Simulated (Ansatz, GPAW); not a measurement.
## An Ir chain with an Al atom on top of one atom: relaxation, then transmission at several levels

Wanted: T(E) of an Ir chain with an Al atom on top of one atom at a relaxed geometry in two programs, beside the unrelaxed structure.

Method: Ansatz plane waves; relaxation of the junction with the lead ends held, in the first sound run; inputs show where later runs differ, in GPAW 26.7.0 and Ansatz 0.2.0.

Most raw output is cut from this account.

### 1. Set-up

The cell holds 18 atoms: 17 Ir and 1 Al. Its edges and angles: a = 9.000 Å, b = 9.000 Å, c = 39.100 Å, α = 90.0°, β = 90.0°, γ = 90.0°. Regions: left lead, 8 atoms (8 Ir); channel, 2 atoms (1 Ir and 1 Al); right lead, 8 atoms (8 Ir). Vacuum lies along a and b. The structure is stacked along c, and the current runs across the ab planes.

### 2. Relaxation

Transmission follows bond lengths closely, so the atoms between the held lead ends are relaxed first, from a slightly shaken start that lets symmetry break.

Input file input.yaml:

```yaml
crystal:
  lattice:
    - [9.0, 0.0, 0.0]
    - [0.0, 9.0, 0.0]
    - [0.0, 0.0, 39.1]
  atoms:
    - { symbol: Ir, position: [0.5, 0.5, 0.0294117647] }
    - { symbol: Ir, position: [0.5, 0.5, 0.0882352941] }
    - { symbol: Ir, position: [0.5, 0.5, 0.1470588235] }
    - { symbol: Ir, position: [0.5, 0.5, 0.2058823529] }
    - { symbol: Ir, position: [0.5, 0.5, 0.2647058824] }
    - { symbol: Ir, position: [0.5, 0.5, 0.3235294118] }
    - { symbol: Ir, position: [0.4985588666, 0.4962330108, 0.3828699568] }
    - { symbol: Ir, position: [0.4963072847, 0.5067130519, 0.441885508] }
    - { symbol: Ir, position: [0.4988024569, 0.5019017191, 0.5012365134] }
    - { symbol: Al, position: [0.7535465647, 0.4969224511, 0.5008171921] }
    - { symbol: Ir, position: [0.5017258021, 0.4990681632, 0.5596615331] }
    - { symbol: Ir, position: [0.5016892477, 0.5035874695, 0.6172435557] }
    - { symbol: Ir, position: [0.5, 0.5, 0.6764705882] }
    - { symbol: Ir, position: [0.5, 0.5, 0.7352941176] }
    - { symbol: Ir, position: [0.5, 0.5, 0.7941176471] }
    - { symbol: Ir, position: [0.5, 0.5, 0.8529411765] }
    - { symbol: Ir, position: [0.5, 0.5, 0.9117647059] }
    - { symbol: Ir, position: [0.5, 0.5, 0.9705882353] }
kpoints:
  mp_grid: { grid: [1, 1, 2] }
hamiltonian:
  xc: pbe
scf:
  occupations: { method: fermi_dirac, width: 0.1 }
relax:
  f_tol: 0.03
  max_steps: 80
  constraints: [{ sites: [0, 1, 2, 3, 4, 5, 12, 13, 14, 15, 16, 17] }]
```

Run with:

```bash
> ansatz run input.yaml --threads 4 --pin off --max-ram 8192MiB --backend cpu --events-out ev --progress --plain --runs-dir out
```

Run time: 3.8 min. Hardware: 4 threads of Intel Xeon Platinum 8259CL at 2.50GHz (Skylake/Cascade Lake), shared host; peak memory 4.8 GiB.

Step by step:

```csv
step,energy less that of the first step (eV),largest force component (eV/Å)
1,0.0000,1.1114
2,-0.2927,0.8951
3,-0.5995,0.7113
4,-1.0752,1.2097
5,-1.3896,0.6572
6,-1.4665,0.1724
7,-1.4971,0.0642
8,-1.5177,0.0868
9,-1.5388,0.0833
10,-1.5556,0.1219
11,-1.5690,0.0810
12,-1.5773,0.0522
13,-1.5885,0.1252
14,-1.5666,0.3501
15,-1.6007,0.1015
16,-1.6071,0.0661
17,-1.6096,0.0465
18,-1.6097,0.0288
19,-1.6097,0.0289
```

Relaxation step 14 was tried and not accepted.

The atoms that moved most (Å):

```csv
atom,dx,dy,dz,length
Al10,-0.974,-0.488,-0.030,1.090
Ir9,-0.993,-0.155,-0.050,1.006
Ir12,-0.509,-0.401,-0.036,0.649
Ir7,-0.481,-0.329,0.032,0.583
Ir11,-0.001,0.078,-0.112,0.136
Ir8,0.054,0.014,0.052,0.076
```

The relaxed structure:

```cif
data_structure
_symmetry_space_group_name_H-M 'P 1'
_symmetry_Int_Tables_number 1
_cell_length_a 9.0000
_cell_length_b 9.0000
_cell_length_c 39.1000
_cell_angle_alpha 90.000
_cell_angle_beta 90.000
_cell_angle_gamma 90.000
_cell_volume 3167.10
loop_
_atom_site_label
_atom_site_type_symbol
_atom_site_fract_x
_atom_site_fract_y
_atom_site_fract_z
_atom_site_occupancy
Ir1 Ir 0.50000 0.50000 0.02941 1
Ir2 Ir 0.50000 0.50000 0.08824 1
Ir3 Ir 0.50000 0.50000 0.14706 1
Ir4 Ir 0.50000 0.50000 0.20588 1
Ir5 Ir 0.50000 0.50000 0.26471 1
Ir6 Ir 0.50000 0.50000 0.32353 1
Ir7 Ir 0.44511 0.45972 0.38368 1
Ir8 Ir 0.50233 0.50828 0.44321 1
Ir9 Ir 0.38852 0.48465 0.49997 1
Al10 Al 0.64529 0.44268 0.50005 1
Ir11 Ir 0.50165 0.50774 0.55681 1
Ir12 Ir 0.44511 0.45900 0.61634 1
Ir13 Ir 0.50000 0.50000 0.67647 1
Ir14 Ir 0.50000 0.50000 0.73529 1
Ir15 Ir 0.50000 0.50000 0.79412 1
Ir16 Ir 0.50000 0.50000 0.85294 1
Ir17 Ir 0.50000 0.50000 0.91176 1
Ir18 Ir 0.50000 0.50000 0.97059 1
```

This step gave:

```
free energy         : -203374.9765 eV
smearing term TS    : 1.684 eV
symmetry operations : 1
```

The relaxation lowered the energy of the cell by 1.61 eV.

### 3. Plane waves, PBE

A plane-wave run comes first: its basis does not favour the atoms, so it serves as the reference for the orbital bases.

This step: Ansatz plane waves; Landauer transmission by layers, zero bias (Ansatz 0.2.0).

Input file input.yaml:

```yaml
crystal:
  lattice:
    - [9.0, 0.0, 0.0]
    - [0.0, 9.0, 0.0]
    - [0.0, 0.0, 39.1]
  atoms:
    - { symbol: Ir, position: [0.5, 0.5, 0.0294117647] }
    - { symbol: Ir, position: [0.5, 0.5, 0.0882352941] }
    - { symbol: Ir, position: [0.5, 0.5, 0.1470588235] }
    - { symbol: Ir, position: [0.5, 0.5, 0.2058823529] }
    - { symbol: Ir, position: [0.5, 0.5, 0.2647058824] }
    - { symbol: Ir, position: [0.5, 0.5, 0.3235294118] }
    - { symbol: Ir, position: [0.445107828, 0.459724106, 0.383682593] }
    - { symbol: Ir, position: [0.5023341008, 0.5082764649, 0.4432126958] }
    - { symbol: Ir, position: [0.3885237979, 0.4846511002, 0.4999687426] }
    - { symbol: Al, position: [0.6452918362, 0.4426768372, 0.500050941] }
    - { symbol: Ir, position: [0.501647456, 0.5077415135, 0.5568082268] }
    - { symbol: Ir, position: [0.4451112731, 0.4590022648, 0.6163354776] }
    - { symbol: Ir, position: [0.5, 0.5, 0.6764705882] }
    - { symbol: Ir, position: [0.5, 0.5, 0.7352941176] }
    - { symbol: Ir, position: [0.5, 0.5, 0.7941176471] }
    - { symbol: Ir, position: [0.5, 0.5, 0.8529411765] }
    - { symbol: Ir, position: [0.5, 0.5, 0.9117647059] }
    - { symbol: Ir, position: [0.5, 0.5, 0.9705882353] }
kpoints:
  mp_grid: { grid: [1, 1, 2] }
hamiltonian:
  xc: pbe
scf:
  occupations: { method: fermi_dirac, width: 0.1 }
output:
  transmission:
    leads: [[0, 1]]
    e_range: [-2, 2]
    de: 0.025
    kmesh: [1, 1]
    reduced_basis: true
  write_potential: true
  write_density: true
  volumetric_format: npy
```

Wall time 2 min (4 threads); peak memory 5 GiB; 5.6 min of CPU time.

Numbers from this step:

```yaml
lead_level: 0 eV from the Fermi level
transmission_at_the_fermi_level_one_spin: 2.414
open_channels_of_the_lead_at_the_fermi_level_one_spin: 6
step_of_the_potential_along_the_lead: 8.7 meV
offset_of_the_lead: 0 Å
filling_of_the_lead_less_its_bulk_value_in_size: 7.2 meV
conductance: 2.391 G₀
```

One spin. The transmission, zone mean by energy, zero at the Fermi level:

```csv
energy (eV),"transmission, zone mean"
-2.000,2.10
-1.900,2.00
-1.800,1.84
-1.700,1.74
-1.600,1.90
-1.500,2.21
-1.400,2.03
-1.300,1.87
-1.200,1.81
-1.100,2.02
-1.000,2.49
-0.900,2.60
-0.800,3.10
-0.700,3.44
-0.650,3.46
-0.600,3.45
-0.500,3.34
-0.400,3.18
-0.300,3.18
-0.200,2.98
-0.100,2.58
0.000,2.41
0.100,2.07
0.200,1.81
0.300,1.89
0.400,1.97
0.500,1.99
0.600,1.81
0.700,1.44
0.800,1.23
0.900,1.14
1.000,1.09
1.100,1.07
1.200,1.07
1.300,1.06
1.400,1.05
1.500,1.04
1.600,1.03
1.700,1.01
1.800,1.000
1.900,0.991
2.000,0.977
```

One spin. Table of open channels, zone mean by energy, zero at the Fermi level:

```csv
energy (eV),"open channels, zone mean"
-2.000,3
-1.900,4
-1.800,4
-1.700,4
-1.600,4
-1.500,4
-1.400,6
-1.300,6
-1.200,6
-1.100,6
-1.000,6
-0.900,6
-0.800,6
-0.700,6
-0.600,6
-0.500,6
-0.400,6
-0.300,6
-0.200,6
-0.100,6
0.000,6
0.100,4
0.200,4
0.300,4
0.400,4
0.500,4
0.600,4
0.700,4
0.800,4
0.900,4
1.000,3
1.100,3
1.200,3
1.300,3
1.400,3
1.500,3
1.600,3
1.700,3
1.800,3
1.900,3
2.000,3
```

Crystal 0, spin -, k parallel (0, 0); distinct values, listed up to 1.5 1/Å. The Im kz of the slowest decaying states by energy, zero at the Fermi level:

```csv
energy (eV),decay 1 (Å⁻¹),decay 2 (Å⁻¹),decay 3 (Å⁻¹),decay 4 (Å⁻¹)
-2.0000,0.0517,0.550,0.550,1.33
-1.7500,0.416,0.416,1.31,1.31
-1.5000,0.186,0.187,1.28,1.28
-1.2500,1.26,1.26,1.32,1.43
-1.0000,1.23,1.23,1.29,1.41
-0.7500,1.20,1.20,1.26,1.38
-0.5000,1.18,1.18,1.24,1.36
-0.2500,1.15,1.15,1.21,1.33
0.0000,1.12,1.12,1.18,1.31
0.2500,0.282,0.282,1.09,1.09
0.5000,0.413,0.413,1.06,1.13
0.7500,0.500,0.500,1.03,1.03
1.0000,0.0948,0.567,0.567,1.00
1.2500,0.214,0.620,0.620,0.969
1.5000,0.282,0.665,0.936,0.936
1.7500,0.331,0.702,0.903,0.903
2.0000,0.370,0.735,0.735,0.870
```

Crystal 0, spin -, k parallel (0, 0). Table of Re kz of states that move upwards by energy, zero at the Fermi level:

```csv
energy (eV),channel 1 (Å⁻¹),channel 2 (Å⁻¹),channel 3 (Å⁻¹),channel 4 (Å⁻¹),channel 5 (Å⁻¹),channel 6 (Å⁻¹)
-2.000,-0.681,-0.680,0.707,-,-,-
-1.800,-0.648,-0.648,0.257,0.724,-,-
-1.600,-0.616,-0.616,0.368,0.741,-,-
-1.400,-0.585,-0.585,0.152,0.154,0.454,0.758
-1.200,-0.555,-0.555,0.382,0.382,0.526,0.776
-1.000,-0.525,-0.525,0.528,0.528,0.590,0.796
-0.800,-0.496,-0.495,0.647,0.652,0.652,0.817
-0.600,-0.466,-0.466,0.698,0.769,0.769,0.841
-0.400,-0.437,-0.437,0.741,0.871,0.888,0.888
-0.200,-0.409,-0.408,0.777,0.907,1.02,1.02
0.000,-0.380,-0.380,0.806,0.951,1.21,1.21
0.200,-0.351,-0.351,0.829,1.00,-,-
0.400,-0.322,-0.322,0.850,1.06,-,-
0.600,-0.293,-0.293,0.868,1.13,-,-
0.800,-0.263,-0.263,0.885,1.21,-,-
1.000,-0.233,-0.233,0.902,-,-,-
1.200,-0.202,-0.202,0.918,-,-,-
1.400,-0.170,-0.170,0.933,-,-,-
1.600,-0.136,-0.135,0.949,-,-,-
1.800,-0.0982,-0.0976,0.964,-,-,-
2.000,-0.0504,-0.0494,0.979,-,-,-
```

The electrostatic potential energy of an electron (with the applied field's), less the Fermi level, planar mean oscillates, so the rows of the table below give means over windows of 2.32 Å about each position, cut where the curve ends. Its first 14 maxima inside the range that stand out by 2 % of the span (Å: eV): 2.3: 5.27, 4.6: 5.27, 7.0: 5.26, 9.3: 5.25, 11.4: 5.24, 13.8: 5.18, 16.1: 5.04, 18.4: 4.43, 20.7: 4.43, 23.0: 5.04, 25.3: 5.17, 27.7: 5.24, 29.8: 5.25, 32.1: 5.26. Its first 14 minima: 1.2: 3.44, 3.5: 3.44, 5.8: 3.44, 8.1: 3.45, 10.3: 3.43, 12.6: 3.39, 15.1: 3.33, 17.4: 3.12, 19.6: 1.75, 21.7: 3.12, 24.0: 3.33, 26.5: 3.39, 28.8: 3.43, 31.0: 3.45.

The electrostatic potential energy of an electron (with the applied field's), less the Fermi level, planar mean by z; means over each step:

```csv
z (Å),"electrostatic potential energy of an electron (with the applied field's), less the Fermi level, planar mean (eV)"
1.16,4.36
3.48,4.35
5.80,4.36
8.12,4.35
10.44,4.33
12.76,4.29
15.08,4.22
17.40,3.94
19.72,2.98
22.04,4.03
24.36,4.24
26.68,4.30
29.00,4.33
31.32,4.35
33.64,4.35
35.96,4.35
38.28,4.14
```

The valence density, planar mean oscillates, so the rows of the table below give means over windows of 2.32 Å about each position, cut where the curve ends. Its first 14 maxima inside the range that stand out by 2 % of the span (Å: e/Å³): 1.2: 0.180, 3.5: 0.179, 5.8: 0.179, 8.1: 0.178, 10.3: 0.178, 12.6: 0.178, 15.1: 0.178, 17.4: 0.180, 19.6: 0.194, 21.7: 0.180, 24.0: 0.178, 26.5: 0.178, 28.8: 0.178, 31.0: 0.178. Its first 14 minima: 2.3: 0.0278, 4.6: 0.0278, 7.0: 0.0279, 9.3: 0.0281, 11.4: 0.0282, 13.8: 0.0253, 16.2: 0.0261, 18.4: 0.0371, 20.7: 0.0370, 22.9: 0.0261, 25.3: 0.0253, 27.7: 0.0282, 29.8: 0.0281, 32.1: 0.0279.

Valence density, planar mean against z; means over each step:

```csv
z (Å),"valence density, planar mean (e/Å³)"
1.16,0.0907
3.48,0.0907
5.80,0.0907
8.12,0.0907
10.44,0.0907
12.76,0.0903
15.08,0.0905
17.40,0.0936
19.72,0.104
22.04,0.0921
24.36,0.0903
26.68,0.0907
29.00,0.0907
31.32,0.0908
33.64,0.0908
35.96,0.0908
38.28,0.106
```

T at the Fermi level is 2.41 of 6 open channels a spin, without spin-orbit coupling, which is large for these atoms.

### 4. Double-zeta polarised basis

The script solves lead and junction separately, takes H and S in the orbital basis, and joins semi-infinite leads through their self-energies; the dzp basis is the working standard.

This step: GPAW LCAO, PAW setups; Landauer transmission from Green's functions with principal layers (ASE), zero bias (GPAW 26.7.0).

Input file run.py:

```python
import json
import numpy as np
from ase import Atoms
from ase.transport.calculators import TransportCalculator
from gpaw import GPAW, FermiDirac
from gpaw.lcao.tools import get_lcao_hamiltonian
from scipy.linalg import eigh

# The junction with lead layers at both ends, along the third cell vector
device = Atoms(
    ['Ir', 'Ir', 'Ir', 'Ir', 'Ir', 'Ir', 'Ir', 'Ir', 'Ir', 'Al', 'Ir', 'Ir', 'Ir', 'Ir', 'Ir', 'Ir', 'Ir', 'Ir'],
    positions=[
        [4.50000, 4.50000, 1.15000],
        [4.50000, 4.50000, 3.45000],
        [4.50000, 4.50000, 5.75000],
        [4.50000, 4.50000, 8.05000],
        [4.50000, 4.50000, 10.35000],
        [4.50000, 4.50000, 12.65000],
        [4.00597, 4.13752, 15.00199],
        [4.52101, 4.57449, 17.32962],
        [3.49671, 4.36186, 19.54878],
        [5.80763, 3.98409, 19.55199],
        [4.51483, 4.56967, 21.77120],
        [4.00600, 4.13102, 24.09872],
        [4.50000, 4.50000, 26.45000],
        [4.50000, 4.50000, 28.75000],
        [4.50000, 4.50000, 31.05000],
        [4.50000, 4.50000, 33.35000],
        [4.50000, 4.50000, 35.65000],
        [4.50000, 4.50000, 37.95000]],
    cell=[[9.0, 0.0, 0.0], [0.0, 9.0, 0.0], [0.0, 0.0, 39.1]],
    pbc=True)

# One principal layer of the lead: the first 5 atoms of the device
lead = Atoms(
    ['Ir', 'Ir', 'Ir', 'Ir', 'Ir'],
    positions=[
        [4.50000, 4.50000, 1.15000],
        [4.50000, 4.50000, 3.45000],
        [4.50000, 4.50000, 5.75000],
        [4.50000, 4.50000, 8.05000],
        [4.50000, 4.50000, 10.35000]],
    cell=[[9.0, 0.0, 0.0], [0.0, 9.0, 0.0], [0.0, 0.0, 11.5]],
    pbc=True)

settings = dict(mode='lcao', basis='dzp', xc='PBE', h=0.2,
                occupations=FermiDirac(0.1), maxiter=250,
                mixer=dict(beta=0.1, nmaxold=8, weight=100.0),
                convergence=dict(density=0.0001))
energies = np.arange(-2, 2 + 1e-9, 0.025)
eta = 0.0001
n1, n2 = 1, 1
# k and -k transmit alike, so half of the mesh across the current serves
mesh = [(i, j) for i in range(n1) for j in range(n2) if (i, j) <= (-i % n1, -j % n2)]
weights = np.array([1 if (i, j) == (-i % n1, -j % n2) else 2 for i, j in mesh]) / (n1 * n2)

# [... helper functions left out ...]
fermi_lead = ground_state(lead, (1, 1, 10), 'lead.txt')
fermi_device = ground_state(device, (1, 1, 2), 'device.txt')
# [... loop over the mesh left out, but for ...]
        # Shift the lead onto the potential of the device's first layer
        shift = ((H[:, 0, 0] - H0[:, 0, 0]) / S0[0, 0]).real.mean()
# [...]
kT = 8.617333e-5 * 300
bias = [0.1, 0.2, 0.5, 1.0, 1.5, 2.0]
# [... integrals and printing left out ...]
```

Run with:

```bash
> OMP_NUM_THREADS=1 OPENBLAS_NUM_THREADS=1 python run.py
```

Elapsed: 4.9 min, on 1 thread; peak memory 1.5 GiB.

This step gave:

| Quantity | Value |
| --- | --- |
| conductance | 2.455 G₀ |
| largest coupling past the next principal layer | 1.48e-6 eV |
| largest misfit of the first principal layer | 0.09914 eV |
| shift that aligns the lead | -0.001689 eV |
| basis functions of the junction | 472 |
| basis functions of a principal layer | 135 |
| transmission at the Fermi level (one spin) | 2.465 |

One spin. The transmission, zone mean by energy, zero at the Fermi level:

```csv
energy (eV),"transmission, zone mean"
-2.000,2.06
-1.900,1.95
-1.800,1.82
-1.700,1.76
-1.600,2.00
-1.525,2.21
-1.500,2.19
-1.400,1.94
-1.300,1.84
-1.200,1.76
-1.100,1.79
-1.000,2.08
-0.900,2.29
-0.800,2.64
-0.700,3.21
-0.600,3.39
-0.550,3.40
-0.500,3.39
-0.400,3.31
-0.300,3.29
-0.200,3.23
-0.100,2.67
0.000,2.47
0.100,2.14
0.200,1.77
0.300,1.87
0.400,1.95
0.475,1.98
0.500,1.96
0.600,1.65
0.700,1.31
0.800,1.17
0.900,1.09
1.000,1.08
1.100,1.07
1.200,1.07
1.300,1.06
1.400,1.04
1.500,1.02
1.600,0.999
1.700,0.978
1.800,0.955
1.900,0.904
2.000,0.943
```

Not self-consistent under bias; the bias window is split evenly. Table of current through one cell, from the zero-bias transmission by bias:

```csv
bias (V),"current through one cell, from the zero-bias transmission (μA)"
0.100,19.0
0.200,37.8
0.500,94.9
1.000,196
1.500,290
2.000,359
```

The transmission of the three most open eigenchannels by energy, zero at the Fermi level:

```csv
energy (eV),channel 1,channel 2,channel 3
-2.000,0.932,0.819,0.295
-1.900,0.898,0.761,0.278
-1.800,0.879,0.674,0.237
-1.700,0.890,0.570,0.230
-1.600,0.922,0.662,0.355
-1.500,0.988,0.906,0.269
-1.400,0.994,0.744,0.196
-1.300,0.962,0.707,0.153
-1.200,0.889,0.709,0.122
-1.100,0.790,0.752,0.127
-1.000,0.902,0.631,0.320
-0.900,0.991,0.472,0.439
-0.800,0.991,0.548,0.422
-0.700,0.996,0.878,0.718
-0.600,0.988,0.952,0.868
-0.500,0.974,0.962,0.867
-0.400,0.975,0.956,0.766
-0.300,0.958,0.946,0.694
-0.200,0.945,0.883,0.698
-0.100,0.960,0.947,0.614
0.000,0.958,0.936,0.542
0.100,0.985,0.803,0.355
0.200,0.998,0.612,0.156
0.300,0.995,0.797,0.0784
0.400,0.996,0.889,0.0631
0.500,0.969,0.926,0.0635
0.600,0.965,0.620,0.0675
0.700,0.983,0.263,0.0667
0.800,0.993,0.117,0.0586
0.900,0.990,0.0538,0.0484
1.000,0.992,0.0508,0.0322
1.100,0.997,0.0508,0.0228
1.200,0.998,0.0496,0.0184
1.300,0.993,0.0478,0.0164
1.400,0.980,0.0455,0.0160
1.500,0.962,0.0426,0.0169
1.600,0.941,0.0387,0.0192
1.700,0.922,0.0330,0.0230
1.800,0.904,0.0277,0.0240
1.900,0.874,0.0215,0.00837
2.000,0.943,1.2e-7,8.5e-9
```

At the Fermi level T is 2.47 against 2.41 in plane waves. Couplings past the next layer reach 1.5e-6 eV, small enough to drop; the matrix elements of the cell's first layer differ from the bulk lead's by up to 0.099 eV. That layer keeps its own values in the calculation, and only beyond it is the lead taken as perfect. The Fermi levels of lead and junction count from different zeros of potential, one for each periodic cell; with both set to zero, the small remaining shift is what aligns them. Without spin-orbit coupling, which is large for these atoms, channel counts and T are those of the scalar-relativistic bands. By hand: G = 2.455 × 77.48 μS = 190 μS, a resistance of 5.26 kΩ; at 0.1 V a linear junction would pass 19.0 μA, and the integral over the bias window gives 19.0 μA.

### 5. GPAW, szp: basis = "szp(dzp)"

The second zeta is dropped, the polarisation orbitals stay.

run.py: that of step 4 with these lines changed.

```diff
@@ -45,3 +45,3 @@
 
-settings = dict(mode='lcao', basis='dzp', xc='PBE', h=0.2,
+settings = dict(mode='lcao', basis='szp(dzp)', xc='PBE', h=0.2,
                 occupations=FermiDirac(0.1), maxiter=250,
```

Wall time 3.3 min (1 thread); peak memory 1.4 GiB.

Numbers from this step:

* conductance: 2.532 G₀
* largest misfit of the first principal layer: 0.08965 eV
* shift that aligns the lead: -5.39e-4 eV
* basis functions of the junction: 264
* basis functions of a principal layer: 75
* transmission at the Fermi level (one spin): 2.541

One spin. Transmission, zone mean against energy, zero at the Fermi level:

```csv
energy (eV),"transmission, zone mean"
-2.000,2.03
-1.900,1.91
-1.800,1.80
-1.700,1.93
-1.600,2.23
-1.500,2.05
-1.400,1.88
-1.300,1.83
-1.200,1.76
-1.100,1.74
-1.000,1.98
-0.900,2.15
-0.800,2.36
-0.700,2.97
-0.600,3.36
-0.500,3.44
-0.400,3.42
-0.300,3.43
-0.250,3.45
-0.200,3.31
-0.100,2.76
0.000,2.54
0.100,2.19
0.200,1.79
0.300,1.89
0.400,1.96
0.500,1.97
0.600,1.66
0.700,1.32
0.800,1.17
0.900,1.11
1.000,1.09
1.100,1.08
1.200,1.07
1.300,1.06
1.400,1.04
1.500,1.03
1.600,1.01
1.700,0.999
1.800,1.00
1.900,0.982
2.000,0.00111
```

The conductance, 2.53 G₀, lies 3.1 % above that of the dzp run.

[end of part 1 of 2]

[Logs are printed without paths, hosts, clocks, repeated set-up lines and the standing remarks that a program may print on its own settings, such as how far it seeks lower states.]

[Hosts, paths, dates, database ids (printed as entryN), source tags and the programs' standing remarks are cut or masked in the printed files.]
